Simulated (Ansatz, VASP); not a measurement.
**AlNi3: VASP beside Ansatz**

```
CELL_PARAMETERS angstrom
3.52305 0.00000 0.00000
0.00000 3.52305 0.00000
0.00000 0.00000 3.52305
ATOMIC_POSITIONS crystal
Ni 0.50000 0.50000 0.00000
Ni 0.50000 0.00000 0.50000
Ni 0.00000 0.50000 0.50000
Al 0.00000 0.00000 0.00000
```

The cell is a database's computed one.

Alike in both runs: functional PBEsol; k mesh 8 × 8 × 8; occupations fermi-dirac, width 0.05 eV; collinear spin.

|  | VASP | Ansatz |
| --- | --- | --- |
| version | VASP 6.6.1 | Ansatz 0.2.0 |
| potentials or method | VASP PAW PBE potentials, release 64 (Ni, Al) | Ansatz PAW |
| plane-wave cutoff (eV) | 520 | 420 |
| valence electrons in the cell | 33 | 57 |
| task | single point | band structure |

VASP gave:

```
gap on the k mesh at the Fermi level (eV)                     : none
pressure (GPa)                                                : -0.4
net moment per atom (μB)                                      : 0.16
size of the moment on the site where the two differ most (μB) : 0.22
```

Q: What did Ansatz give for the same quantities?

A: gap on the k mesh at the Fermi level (eV): none; pressure (GPa): -0.7; net moment per atom (μB): 0.16; size of the moment on the site where the two differ most (μB): 0.24.

Site moments also hang on the region over which each program counts them. A gap of «none» marks a metal or a gap that the smearing closes. With one functional, cell and mesh, what is left measures potentials, basis and numerics. The two sets of potentials don't hold the same shells in valence.

Caveats: the PAW data sets were made with another functional, which shifts forces and pressure a little (VASP); the PAW data sets come from PBE, with cores solved anew for the run's functional, which leaves a small shift of forces and pressure (Ansatz).
